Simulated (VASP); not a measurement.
# SnO2 in VASP: one cell, several levels of theory, part 1 of 2

SnO2 (fluorite), under -5.1 % strain along x alone is computed at one geometry. Runs: PBE, r2SCAN. The results are then set beside those of Ansatz 0.2.0 for the same cell. This is a trial cell built on a prototype, not taken from a measured structure, and it needn't be the compound's ground state.

Code: VASP 6.6.1. PAW datasets, plane waves. The calculation is spin-unpolarised, and the structure need not be a phase that has been made.

## 1. The structure to begin with

The cell comes from an earlier relaxation with r2SCAN in another program, then strained, with the atoms relaxed again.

Space group I4/mmm (No. 139), tetragonal; conventional cell a = 3.583 Å, c = 4.808 Å, 10.29 Å³ an atom. Around Sn lie 8 O at 2.16 Å; around O lie 4 Sn at 2.16 Å and 2 O at 2.40 Å.

As a file:

```cif
data_structure
_symmetry_space_group_name_H-M 'P 1'
_symmetry_Int_Tables_number 1
_cell_length_a 3.5829
_cell_length_b 3.4923
_cell_length_c 3.4923
_cell_angle_alpha 61.722
_cell_angle_beta 59.139
_cell_angle_gamma 59.139
_cell_volume 30.86
loop_
_atom_site_label
_atom_site_type_symbol
_atom_site_fract_x
_atom_site_fract_y
_atom_site_fract_z
_atom_site_occupancy
Sn1 Sn 0.00000 0.00000 0.00000 1
O1 O 0.25000 0.25000 0.25000 1
O2 O 0.75000 0.75000 0.75000 1
```

## 2. PBE

INCAR reads:

```
ENCUT = 520.000000
SIGMA = 0.020000
EDIFF = 1.00e-07
GGA = PE
PREC = Accurate
IBRION = -1
ISIF = 2
ISMEAR = -1
NBANDS = 20
NELM = 120
NSW = 0
LASPH = .TRUE.
LCHARG = .FALSE.
LWAVE = .FALSE.
LREAL = .FALSE.
```

KPOINTS reads:

```
KPOINTS created by Atomic Simulation Environment
0
Gamma
8 8 8
0 0 0
```

KPOINTS_OPT reads:

```
special points
7
Reciprocal
0.0000000000 0.0000000000 0.0000000000 1
0.5000000000 0.0000000000 0.5000000000 1
0.6250000000 0.2500000000 0.6250000000 1
0.3750000000 0.3750000000 0.7500000000 1
0.5000000000 0.5000000000 0.5000000000 1
0.5000000000 0.2500000000 0.7500000000 1
0.2213540000 -0.5000000000 -0.2786460000 1
```

POSCAR reads:

```
Sn O
 1.0000000000000000
     0.0000000000000000    2.5334669715999998    2.5334669715999998
     2.4037534626000001    0.0000000000000000    2.5334669715999998
     2.4037534626000001    2.5334669715999998    0.0000000000000000
 Sn  O
   1   2
Cartesian
  0.0000000000000000  0.0000000000000000  0.0000000000000000
  1.2018767313000001  1.2667334857999999  1.2667334857999999
  3.6056301939000002  3.8002004573999999  3.8002004573999999
```

The run uses the recommended PBE PAW datasets (26 valence electrons a neutral cell).

On the command line:

```
mpirun -np 1 vasp_std
```

Standard output, without the iteration lines:

```text
POSCAR found type information on POSCAR SnO
 POSCAR found :  2 types and       3 ions
 LDA part: xc-table for (Slater+PW92), standard interpolation
 POSCAR, INCAR and KPOINTS ok, starting setup
 FFT: planning ... GRIDC
 FFT: planning ... GRID_SOFT
 FFT: planning ... GRID
 WAVECAR not read
 entering main loop
 Start KPOINTS_OPT (optional k-point list driver)
k-point batch [1-7\7]
```

OSZICAR:

```text
N       E                     dE             d eps       ncg     rms          rms(c)
DAV:   1     0.241845029928E+03    0.24185E+03   -0.13609E+04  2584   0.207E+03
DAV:   2     0.404739636755E+01   -0.23780E+03   -0.22500E+03  2548   0.504E+02
DAV:   3    -0.202925558748E+02   -0.24340E+02   -0.24096E+02  2716   0.135E+02
DAV:   4    -0.209203956018E+02   -0.62784E+00   -0.62741E+00  2644   0.225E+01
DAV:   5    -0.209338230034E+02   -0.13427E-01   -0.13426E-01  3004   0.341E+00    0.114E+01
DAV:   6    -0.175896394613E+02    0.33442E+01   -0.10809E+01  3544   0.571E+01    0.410E+00
DAV:   7    -0.176173463063E+02   -0.27707E-01   -0.72350E-01  2592   0.610E+00    0.200E+00
DAV:   8    -0.176032312294E+02    0.14115E-01   -0.56325E-02  2764   0.280E+00    0.373E-01
DAV:   9    -0.176016591213E+02    0.15721E-02   -0.96770E-03  3420   0.181E+00    0.836E-02
DAV:  10    -0.176020950142E+02   -0.43589E-03   -0.11466E-03  2604   0.271E-01    0.230E-02
DAV:  11    -0.176021165262E+02   -0.21512E-04   -0.33226E-05  2720   0.472E-02    0.111E-02
DAV:  12    -0.176021174238E+02   -0.89762E-06   -0.52317E-06  2608   0.286E-02    0.273E-03
DAV:  13    -0.176021175988E+02   -0.17501E-06   -0.25381E-07  2712   0.428E-03    0.150E-03
DAV:  14    -0.176021176561E+02   -0.57250E-07   -0.32584E-08  2124   0.274E-03
   1 F= -.17602118E+02 E0= -.17602118E+02  d E =-.101022E-06
       N       E                     dE             ncg
DAV:   1     0.306866492032E+04   -0.48598E+04      316
DAV:   2     0.145471964574E+04   -0.16139E+04      292
DAV:   3     0.129073862832E+04   -0.16398E+03      324
DAV:   4     0.128647570359E+04   -0.42629E+01      320
DAV:   5     0.128638626676E+04   -0.89437E-01      364
DAV:   6     0.128638395116E+04   -0.23156E-02      352
DAV:   7     0.128638387791E+04   -0.73252E-04      392
DAV:   8     0.128638387661E+04   -0.13012E-05      296
DAV:   9     0.128638387653E+04   -0.78153E-07      208
```

The lines after F= are the extra pass for the points of KPOINTS_OPT, at fixed density; their E is not a total energy.

From OUTCAR:

```text
k-points           NKPTS =     59   k-points in BZ     NKDIM =     59   number of bands    NBANDS=     20

   NELECT =      26.0000    total number of electrons

   dimension x,y,z NGX =    28 NGY =   28 NGZ =   28
   dimension x,y,z NGXF=    56 NGYF=   56 NGZF=   56

  energy-cutoff  :      520.00
  volume of cell :       30.86
      direct lattice vectors                 reciprocal lattice vectors
     0.000000000  2.533466972  2.533466972    -0.208008021  0.197358010  0.197358010
     2.403753463  0.000000000  2.533466972     0.208008021 -0.197358010  0.197358010
     2.403753463  2.533466972  0.000000000     0.208008021  0.197358010 -0.197358010

 k-points in reciprocal lattice and weights: KPOINTS created by Atomic Simulation Env
   0.00000000  0.00000000  0.00000000       0.002
   0.12500000  0.00000000  0.00000000       0.016
   0.25000000  0.00000000  0.00000000       0.016
   0.37500000 -0.00000000 -0.00000000       0.016
   0.50000000  0.00000000  0.00000000       0.008
   0.12500000  0.12500000  0.00000000       0.008
   0.25000000  0.12500000  0.00000000       0.031
   0.37500000  0.12500000  0.00000000       0.031
[... 51 more k-points ...]

 E-fermi :   9.3862

 k-point     1 :       0.0000    0.0000    0.0000
  band No.  band energies     occupation
      1     -11.7662      2.00000
      2     -11.7662      2.00000
      3     -11.7067      2.00000
      4     -11.5925      2.00000
      5     -11.5344      2.00000
      6     -11.3691      2.00000
      7      -7.0136      2.00000
      8       5.5591      2.00000
      9       5.8476      2.00000
     10       5.8476      2.00000
     11       7.0159      2.00000
     12       7.0159      2.00000
     13       7.9970      2.00000
     14       9.5829      0.00011
     15      15.9475      0.00000
     16      16.2481      0.00000
     17      16.2481      0.00000
     18      22.6993      0.00000
     19      23.7186      0.00000
     20      25.2999      0.00000

 k-point     2 :       0.1250    0.0000    0.0000
  band No.  band energies     occupation
      1     -11.8447      2.00000
      2     -11.7503      2.00000
      3     -11.7087      2.00000
      4     -11.5740      2.00000
      5     -11.5336      2.00000
      6     -11.1975      2.00000
      7      -6.9861      2.00000
      8       5.1247      2.00000
      9       5.6222      2.00000
     10       5.7119      2.00000
     11       6.4005      2.00000
     12       6.9350      2.00000
     13       7.6640      2.00000
     14      10.8262      0.00000
     15      15.9369      0.00000
     16      16.5346      0.00000
     17      16.6751      0.00000
     18      23.8184      0.00000
     19      23.8349      0.00000
     20      25.3345      0.00000

 k-point     3 :       0.2500    0.0000    0.0000
  band No.  band energies     occupation
      1     -12.0835      2.00000
      2     -11.7198      2.00000
      3     -11.6845      2.00000
      4     -11.5575      2.00000
      5     -11.5228      2.00000
      6     -10.6157      2.00000
      7      -7.0711      2.00000
      8       3.9273      2.00000
      9       5.4051      2.00000
     10       5.4507      2.00000
     11       5.6195      2.00000
     12       6.7426      2.00000
     13       7.2490      2.00000
     14      12.5690      0.00000
     15      16.0685      0.00000
     16      17.6382      0.00000
     17      17.7936      0.00000
     18      24.0810      0.00000
     19      25.3048      0.00000
     20      25.7158      0.00000

 k-point     4 :       0.3750   -0.0000   -0.0000
  band No.  band energies     occupation
      1     -12.3069      2.00000
      2     -11.7032      2.00000
      3     -11.6725      2.00000
      4     -11.5340      2.00000
      5     -11.4973      2.00000
      6      -9.7345      2.00000
      7      -7.5286      2.00000
      8       3.0917      2.00000
      9       4.9093      2.00000
     10       5.1208      2.00000
     11       5.4262      2.00000
     12       6.5564      2.00000
     13       6.8530      2.00000
     14      13.7863      0.00000
     15      16.6419      0.00000
     16      19.0486      0.00000
     17      19.1310      0.00000
     18      24.3446      0.00000
     19      25.0792      0.00000
     20      25.5094      0.00000

 k-point     5 :       0.5000    0.0000    0.0000
  band No.  band energies     occupation
      1     -12.3940      2.00000
      2     -11.7002      2.00000
      3     -11.6719      2.00000
      4     -11.5202      2.00000
      5     -11.4825      2.00000
      6      -9.0385      2.00000
      7      -8.0782      2.00000
      8       2.8399      2.00000
      9       4.6433      2.00000
     10       5.0081      2.00000
     11       5.4081      2.00000
     12       6.4813      2.00000
     13       6.6810      2.00000
     14      14.2189      0.00000
     15      16.9840      0.00000
     16      19.8080      0.00000
     17      19.8149      0.00000
     18      24.4227      0.00000
     19      24.7776      0.00000
     20      25.0708      0.00000

 k-point     6 :       0.1250    0.1250    0.0000
  band No.  band energies     occupation
      1     -11.8784      2.00000
      2     -11.7328      2.00000
      3     -11.6821      2.00000
      4     -11.5685      2.00000
      5     -11.5393      2.00000
      6     -11.1780      2.00000
      7      -6.9484      2.00000
      8       5.0024      2.00000
      9       5.2817      2.00000
     10       5.2881      2.00000
     11       6.1850      2.00000
     12       7.2921      2.00000
     13       8.2136      2.00000
     14      10.9417      0.00000
     15      15.5937      0.00000
     16      16.7578      0.00000
     17      17.0554      0.00000
     18      23.3230      0.00000
     19      24.3928      0.00000
     20      25.4794      0.00000

 k-point     7 :       0.2500    0.1250    0.0000
  band No.  band energies     occupation
      1     -12.0197      2.00000
      2     -11.7403      2.00000
      3     -11.6731      2.00000
      4     -11.5630      2.00000
      5     -11.5317      2.00000
      6     -10.7466      2.00000
      7      -6.9432      2.00000
      8       3.7475      2.00000
      9       4.6838      2.00000
     10       4.8717      2.00000
     11       6.4346      2.00000
     12       7.1985      2.00000
     13       8.0691      2.00000
     14      12.2417      0.00000
     15      15.5287      0.00000
     16      17.6532      0.00000
     17      18.0368      0.00000
     18      23.1949      0.00000
     19      25.2427      0.00000
     20      26.5439      0.00000

 k-point     8 :       0.3750    0.1250    0.0000
  band No.  band energies     occupation
      1     -12.2129      2.00000
      2     -11.7660      2.00000
      3     -11.6575      2.00000
      4     -11.5564      2.00000
      5     -11.5126      2.00000
      6      -9.9435      2.00000
      7      -7.2453      2.00000
      8       2.6295      2.00000
      9       4.3867      2.00000
     10       4.5457      2.00000
     11       6.3995      2.00000
     12       6.8923      2.00000
     13       7.6771      2.00000
     14      13.4738      0.00000
     15      16.3315      0.00000
     16      18.6474      0.00000
     17      19.2925      0.00000
     18      22.8321      0.00000
     19      25.3229      0.00000
     20      27.2140      0.00000

 k-point     9 :       0.5000    0.1250   -0.0000
  band No.  band energies     occupation
      1     -12.3333      2.00000
      2     -11.7753      2.00000
      3     -11.6554      2.00000
      4     -11.5439      2.00000
      5     -11.5015      2.00000
      6      -9.0194      2.00000
      7      -7.9180      2.00000
      8       2.1200      2.00000
      9       4.2197      2.00000
     10       4.6867      2.00000
     11       5.8298      2.00000
     12       7.0571      2.00000
     13       7.2492      2.00000
     14      14.1106      0.00000
     15      17.1230      0.00000
     16      19.4537      0.00000
     17      20.0876      0.00000
     18      22.4666      0.00000
     19      24.9507      0.00000
     20      27.1427      0.00000

 k-point    10 :      -0.3750    0.1250    0.0000
  band No.  band energies     occupation
      1     -12.3020      2.00000
      2     -11.7849      2.00000
      3     -11.6569      2.00000
      4     -11.5499      2.00000
      5     -11.5093      2.00000
      6      -9.2103      2.00000
      7      -7.7839      2.00000
      8       2.2356      2.00000
      9       4.4616      2.00000
     10       5.1402      2.00000
     11       5.3658      2.00000
     12       6.8153      2.00000
     13       7.3731      2.00000
     14      13.9573      0.00000
     15      16.9074      0.00000
     16      19.5180      0.00000
     17      19.6829      0.00000
     18      22.7745      0.00000
     19      24.7704      0.00000
     20      27.3672      0.00000

[... the tables of k-points 11 to 59 left out ...]

  Total        8.0655758      2.9598010      2.9598010      0.0000000      0.0000000     -0.0000000
  in kB      418.7892691    153.6818844    153.6818844      0.0000000      0.0000000     -0.0000000
  external PRESSURE =     242.0510126 kB  Pullay stress =       0.0000000 kB

 POSITION                                       TOTAL-FORCE (eV/Angst)
 -----------------------------------------------------------------------------------
      0.00000      0.00000      0.00000         0.000000     -0.000000      0.000000
      1.20188      1.26673      1.26673         0.000000      0.000000      0.000000
      3.60563      3.80020      3.80020         0.000000     -0.000000     -0.000000
 -----------------------------------------------------------------------------------
    total drift:                               -0.000000     -0.000000      0.000000

  FREE ENERGIE OF THE ION-ELECTRON SYSTEM (eV)
  ---------------------------------------------------
  free  energy   TOTEN  =       -17.6021176561 eV

  energy  without entropy=      -17.6021175551  energy(sigma->0) =      -17.60211761
```

Hardware: 1 MPI rank of Intel Xeon Platinum 8488C, shared host.

The levels at the points of KPOINTS_OPT are read from vasprun.xml.

Near the gap, in eV above the top of the last filled band v; c is the band after it:

```
point    v−1      v     c   c+1
    Γ  -2.14  -1.15  0.43  6.80
    X  -0.66  -0.07  3.52  7.51
    U  -0.92  -0.70  4.51  9.07
    K  -0.92  -0.70  4.51  9.07
    L  -2.67  -2.47  5.07  7.83
    W  -0.93  -0.52  4.96  9.08
```

PBE gives an indirect gap of 0.43 eV, from (0.22, -0.50, -0.28) to Γ; the least direct gap is 1.59 eV. Pressure: 24.21 GPa; the forces vanish within 0.01 eV/Å.

(Continued in part 2 of 2.)
